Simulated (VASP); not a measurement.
# NaH (Fm-3m) in VASP: notebook, part 2 of 3

VASP 6.6.1. The steps go on from the part before.

**4. Equation of state, PBE, 13.66 Å³/atom (volume scaled by 0.94)**

Contents of INCAR:

```
SYSTEM = NaH
PREC = Accurate ; ENCUT = 520
EDIFF = 1E-7 ; ISMEAR = -1
SIGMA = 0.05 ; LREAL = .FALSE.
LASPH = .TRUE. ; NELM = 100
ALGO = Normal ; ISIF = 2
LWAVE = .FALSE. ; LCHARG = .FALSE.
GGA = PE ; NBANDS = 11
```

Contents of KPOINTS:

```
Automatic mesh
0
G
  9 9 9
  0 0 0
```

Contents of POSCAR:

```
NaH
1.0
    0.0000000000      2.3901901053      2.3901901053
    2.3901901053      0.0000000000      2.3901901053
    2.3901901053      2.3901901053      0.0000000000
Na H
1 1
Direct
    0.0000000000      0.0000000000      0.0000000000
    0.5000000000      0.5000000000      0.5000000000
```

Potentials or basis: VASP PAW PBE potentials, release 64 (Na_pv, H).

Started as:

```sh
$ cat potpaw_PBE.64/Na_pv/POTCAR potpaw_PBE.64/H/POTCAR > POTCAR
$ mpirun -np 1 vasp_std > vasp.out
```

OUTCAR:

```text
SYSTEM = NaH
   PREC = Accurate
   ENCUT = 520
   EDIFF = 1E-7
   ISMEAR = -1
   LREAL = .FALSE.
   LASPH = .TRUE.
   NELM = 100
   ISIF = 2
   GGA = PE

 ion  position               nearest neighbor table
   1  0.000  0.000  0.000-
   2  0.500  0.500  0.500-

  LATTYP: Found a face centered cubic cell.
 ALAT       =     4.7803802106

  Lattice vectors:

 A1 = (   0.0000000000,   2.3901901053,   2.3901901053)
 A2 = (   2.3901901053,   0.0000000000,   2.3901901053)
 A3 = (   2.3901901053,   2.3901901053,   0.0000000000)

Analysis of symmetry for initial positions (statically):
=====================================================================
 Subroutine PRICEL returns:
 Original cell was already a primitive cell.

 Routine SETGRP: Setting up the symmetry group for a
 face centered cubic supercell.

 Subroutine GETGRP returns: Found 48 space group operations
 (whereof 48 operations were pure point group operations)
 out of a pool of 48 trial point group operations.

The static configuration has the point symmetry O_h .

[... 178 lines left out ...]
 k-point     1 :       0.0000    0.0000    0.0000
  band No.  band energies     occupation
      1     -23.0542      2.00000
      2     -23.0542      2.00000
      3     -23.0542      2.00000
      4      -4.7183      2.00000
      5       9.6996      0.00000
      6      14.8377      0.00000
      7      14.8377      0.00000
      8      14.8377      0.00000
      9      15.7765      0.00000
     10      15.7765      0.00000
     11      15.7765      0.00000
[... 463 lines left out ...]
 k-point    35 :      -0.3333    0.4444    0.2222
  band No.  band energies     occupation
      1     -23.1251      2.00000
      2     -23.1119      2.00000
      3     -23.0886      2.00000
      4      -1.1047      2.00000
      5       4.7219      0.00000
      6       5.5131      0.00000
      7       7.9583      0.00000
      8      15.4628      0.00000
      9      16.1635      0.00000
     10      17.4768      0.00000
     11      19.8102      0.00000

------------------------ aborting loop because EDIFF is reached ----------------------------------------

  FORCE on cell =-STRESS in cart. coord.  units (eV):
  Direction    XX          YY          ZZ          XY          YZ          ZX
  --------------------------------------------------------------------------------------
  -------------------------------------------------------------------------------------
  Total        0.1299279      0.1299279      0.1299279     -0.0000000     -0.0000000      0.0000000
  in kB        7.6222931      7.6222931      7.6222931     -0.0000000     -0.0000000      0.0000000
  external PRESSURE =       7.6222931 kB  Pullay stress =       0.0000000 kB

 VOLUME and BASIS-vectors are now :
 -----------------------------------------------------------------------------
  energy-cutoff  :      520.00
  volume of cell :       27.31
      direct lattice vectors                 reciprocal lattice vectors
     0.000000000  2.390190105  2.390190105    -0.209188382  0.209188382  0.209188382
     2.390190105  0.000000000  2.390190105     0.209188382 -0.209188382  0.209188382
     2.390190105  2.390190105  0.000000000     0.209188382  0.209188382 -0.209188382

 POSITION                                       TOTAL-FORCE (eV/Angst)
 -----------------------------------------------------------------------------------
      0.00000      0.00000      0.00000         0.000000     -0.000000     -0.000000
      2.39019      2.39019      2.39019        -0.000000      0.000000      0.000000
 -----------------------------------------------------------------------------------
    total drift:                               -0.000000     -0.000000     -0.000000

  FREE ENERGIE OF THE ION-ELECTRON SYSTEM (eV)
  ---------------------------------------------------
  free  energy   TOTEN  =        -5.0852265441 eV

  energy  without entropy=       -5.0852265441  energy(sigma->0) =       -5.08522654
```

stdout:

```text
POSCAR found type information on POSCAR NaH
 POSCAR found :  2 types and       2 ions
 scaLAPACK will be used
 LDA part: xc-table for (Slater+PW92), standard interpolation
 POSCAR, INCAR and KPOINTS ok, starting setup
 FFT: planning ... GRIDC
 FFT: planning ... GRID_SOFT
 FFT: planning ... GRID
 WAVECAR not read
 entering main loop
```

Run time: 16 s. Hardware: 1 thread of Intel Xeon Platinum 8488C (Sapphire Rapids), shared host; peak memory 0.15 GiB.

Results:

| Item | Value |
| --- | --- |
| Free energy | -5.0852 eV |
| Pressure | 0.8 GPa |
| Band gap on the k mesh | 4.13 eV, indirect (least direct gap 4.84 eV) |

Caveat: an odd mesh through Γ misses points on the zone boundary, where band edges often lie.

**5. Equation of state, PBE, 13.95 Å³/atom (volume scaled by 0.96)**

Contents of INCAR:

```
SYSTEM = NaH
PREC = Accurate
ENCUT = 520
EDIFF = 1E-7
ISMEAR = -1
SIGMA = 0.05
LREAL = .False.
LASPH = .True.
NELM = 100
ALGO = Normal
ISIF = 2
LWAVE = .False.
LCHARG = .False.
GGA = PE
NBANDS = 11
```

Contents of KPOINTS:

```
regular mesh
0
Gamma
  9 9 9
  0 0 0
```

Contents of POSCAR:

```
NaH
1.0
    0.0000000000      2.4070229845      2.4070229845
    2.4070229845      0.0000000000      2.4070229845
    2.4070229845      2.4070229845      0.0000000000
Na H
1 1
Direct
    0.0000000000      0.0000000000      0.0000000000
    0.5000000000      0.5000000000      0.5000000000
```

Started as:

```sh
$ cat potpaw_PBE.64/Na_pv/POTCAR potpaw_PBE.64/H/POTCAR > POTCAR
$ mpirun -np 1 vasp_std > vasp.out
```

It took 17 s on 1 thread of Intel Xeon Platinum 8488C (Sapphire Rapids), shared host; peak memory 0.15 GiB.

Results (log left out):

```
Free energy            : -5.0873 eV
Pressure               : 0.2 GPa
Band gap on the k mesh : 4.09 eV, indirect (least direct gap 4.79 eV)
```

Caveat: an odd mesh through Γ misses points on the zone boundary, where band edges often lie.

**6. Equation of state, PBE, 14.24 Å³/atom (volume scaled by 0.98)**

Contents of INCAR:

```
  PREC = Accurate
  ENCUT = 520
  EDIFF = 1E-7
  ISMEAR = -1
  SIGMA = 0.05
  LREAL = False
  LASPH = True
  NELM = 100
  ALGO = Normal
  ISIF = 2
  LWAVE = False
  LCHARG = False
  GGA = PE
  NBANDS = 11
```

Contents of KPOINTS:

```
regular mesh
0
Gamma
  9 9 9
```

Contents of POSCAR:

```
NaH
1.0
    0.0000000000      2.4236236676      2.4236236676
    2.4236236676      0.0000000000      2.4236236676
    2.4236236676      2.4236236676      0.0000000000
Na H
1 1
Direct
    0.0000000000      0.0000000000      0.0000000000
    0.5000000000      0.5000000000      0.5000000000
```

Potentials or basis: VASP PAW PBE potentials, release 64 (Na_pv, H).

Started as:

```sh
$ cat potpaw_PBE.64/Na_pv/POTCAR potpaw_PBE.64/H/POTCAR > POTCAR
$ mpirun -np 1 vasp_std > vasp.out
```

It took 11 s on 1 thread of Intel Xeon Platinum 8488C (Sapphire Rapids), shared host; peak memory 0.15 GiB.

Results (log left out):

```
Free energy            : -5.0875 eV
Pressure               : -0.2 GPa
Band gap on the k mesh : 4.05 eV, indirect (least direct gap 4.75 eV)
```

Caveat: an odd mesh through Γ misses points on the zone boundary, where band edges often lie.

**7. Equation of state, PBE, 14.82 Å³/atom (volume scaled by 1.02)**

Contents of INCAR:

```
PREC     = Accurate       # precision mode
ENCUT    = 520            # plane-wave cutoff, eV
EDIFF    = 1E-7           # SCF threshold, eV
ISMEAR   = -1             # smearing method
SIGMA    = 0.05           # smearing width, eV
LREAL    = False          # projectors in reciprocal space
LASPH    = True           # aspherical terms in the spheres
NELM     = 80             # most SCF steps
ALGO     = Normal         # electronic algorithm
ISIF     = 2              # what is computed and relaxed
LWAVE    = False          # write WAVECAR
LCHARG   = False          # write CHGCAR
GGA      = PE             # functional
NBANDS   = 11             # bands
```

Contents of KPOINTS:

```
Automatic mesh
0
Gamma
  9 9 9
```

Contents of POSCAR:

```
NaH
1.0
    0.0000000000      2.4561594113      2.4561594113
    2.4561594113      0.0000000000      2.4561594113
    2.4561594113      2.4561594113      0.0000000000
Na H
1 1
Direct
    0.0000000000      0.0000000000      0.0000000000
    0.5000000000      0.5000000000      0.5000000000
```

Started as:

```sh
$ cat potpaw_PBE.64/Na_pv/POTCAR potpaw_PBE.64/H/POTCAR > POTCAR
$ mpirun -np 1 vasp_std > vasp.out
```

Run time: 13 s. Hardware: 1 thread of Intel Xeon Platinum 8488C (Sapphire Rapids), shared host; peak memory 0.15 GiB.

The run converged. Its results:

```
Free energy            : -5.0831 eV
Pressure               : -1.1 GPa
Band gap on the k mesh : 3.97 eV, indirect (least direct gap 4.65 eV)
```

Caveat: an odd mesh through Γ misses points on the zone boundary, where band edges often lie.

**8. Equation of state, PBE, 15.11 Å³/atom (volume scaled by 1.04)**

Contents of INCAR:

```
SYSTEM = NaH
ALGO = Normal
EDIFF = 1E-7
ENCUT = 520
GGA = PE
ISIF = 2
ISMEAR = -1
LASPH = .True.
LCHARG = .False.
LREAL = .False.
LWAVE = .False.
NBANDS = 11
NELM = 80
PREC = Accurate
SIGMA = 0.05
```

Contents of KPOINTS:

```
k-points
0
Gamma
  9 9 9
  0 0 0
```

Contents of POSCAR:

```
NaH
1.0
    0.0000000000      2.4721089453      2.4721089453
    2.4721089453      0.0000000000      2.4721089453
    2.4721089453      2.4721089453      0.0000000000
Na H
1 1
Direct
    0.0000000000      0.0000000000      0.0000000000
    0.5000000000      0.5000000000      0.5000000000
```

Started as:

```sh
$ cat potpaw_PBE.64/Na_pv/POTCAR potpaw_PBE.64/H/POTCAR > POTCAR
$ mpirun -np 1 vasp_std > vasp.out
```

Run time: 13 s. Hardware: 1 thread of Intel Xeon Platinum 8488C (Sapphire Rapids), shared host; peak memory 0.14 GiB.

Results (log left out):

| Property | Result |
| --- | --- |
| Free energy | -5.0787 eV |
| Pressure | -1.4 GPa |
| Band gap on the k mesh | 3.94 eV, indirect (least direct gap 4.61 eV) |

Caveat: an odd mesh through Γ misses points on the zone boundary, where band edges often lie.

**9. Equation of state, PBE, 15.40 Å³/atom (volume scaled by 1.06)**

Contents of INCAR:

```
ALGO = Normal
EDIFF = 1E-7
ENCUT = 520
GGA = PE
ISIF = 2
ISMEAR = -1
LASPH = True
LCHARG = False
LREAL = False
LWAVE = False
NBANDS = 11
NELM = 80
PREC = Accurate
SIGMA = 0.05
```

Contents of KPOINTS:

```
k-points
0
Gamma
  9 9 9
```

Contents of POSCAR:

```
NaH
1.0
    0.0000000000      2.4878552867      2.4878552867
    2.4878552867      0.0000000000      2.4878552867
    2.4878552867      2.4878552867      0.0000000000
Na H
1 1
Direct
    0.0000000000      0.0000000000      0.0000000000
    0.5000000000      0.5000000000      0.5000000000
```

Potentials or basis: VASP PAW PBE potentials, release 64 (Na_pv, H).

Started as:

```sh
$ cat potpaw_PBE.64/Na_pv/POTCAR potpaw_PBE.64/H/POTCAR > POTCAR
$ mpirun -np 1 vasp_std > vasp.out
```

Run time: 13 s. Hardware: 1 thread of Intel Xeon Platinum 8488C (Sapphire Rapids), shared host; peak memory 0.15 GiB.

The run converged. Its results:

| Property | Result |
| --- | --- |
| Free energy | -5.0731 eV |
| Pressure | -1.8 GPa |
| Band gap on the k mesh | 3.90 eV, indirect (least direct gap 4.57 eV) |

Caveat: an odd mesh through Γ misses points on the zone boundary, where band edges often lie.

**10. Equation of state, PBE**

Potentials or basis: VASP PAW PBE potentials, release 64 (Na_pv, H).

This step only gathers the single runs of the series.

Results:

```
Equilibrium volume                      : 14.13 Å³/atom
Bulk modulus                            : 23 GPa
Pressure derivative of the bulk modulus : 3.7
```

Energy against volume, from the lowest point:
```tsv
volume (Å³/atom)	energy (meV/atom)
13.655	1.14
13.946	0.11
14.236	0.00
14.527	0.73
14.817	2.22
15.108	4.40
15.398	7.21
```

(Continued in part 3 of 3.)
